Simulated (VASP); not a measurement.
Set up this calculation in VASP 6.6.1, as the native input.

```
Task                   : single point
Functional             : RPBE
Potentials or basis    : VASP PAW PBE potentials, release 64 (As, B)
Cutoff                 : 520 eV
k mesh                 : 10 × 10 × 10
Occupations            : gaussian, width 0.05 eV
Spin                   : no spin polarisation
Further INCAR settings : ALGO = Normal; EDIFF = 1e-06
```

The structure of BAs lies in POSCAR:

```
BAs
3.3778
    0.000000000000      0.707117058440      0.707117058440
    0.707117058440      0.000000000000      0.707117058440
    0.707117058440      0.707117058440      0.000000000000
As B
1 1
Direct
    0.7500000000      0.7500000000      0.7500000000
    0.0000000000      0.0000000000      0.0000000000
```

The input as run:

INCAR

```
PREC     = Accurate       # precision mode
ENCUT    = 520            # plane-wave cutoff, eV
EDIFF    = 1E-6           # SCF threshold, eV
ISMEAR   = 0              # smearing method
SIGMA    = 0.05           # smearing width, eV
LREAL    = False          # projectors in reciprocal space
LASPH    = True           # aspherical terms in the spheres
NELM     = 100            # most SCF steps
ALGO     = Normal         # electronic algorithm
ISIF     = 2              # what is computed and relaxed
LWAVE    = False          # write WAVECAR
LCHARG   = True           # write CHGCAR
GGA      = RP             # functional
LELF     = True           # ELF
LVHAR    = True
```

KPOINTS

```
Automatic mesh
0
Gamma
  10 10 10
```

Potentials or basis: VASP PAW PBE potentials, release 64 (As, B).

Run with:

```bash
$ cat potpaw_PBE.64/As/POTCAR potpaw_PBE.64/B/POTCAR > POTCAR
$ mpirun -np 1 vasp_std > vasp.out
```

It gave:

| Property | Result |
| --- | --- |
| Pressure | 6.0 GPa |
| Band gap on the k mesh | 1.21 eV, indirect (least direct gap 3.28 eV) |

Caveat: the PAW data sets were made with another functional, which shifts forces and pressure a little.

It took 22 s on 1 thread of Intel(R) Xeon(R) Platinum 8488C (Sapphire Rapids) (shared host), peak memory 0.15 GiB.
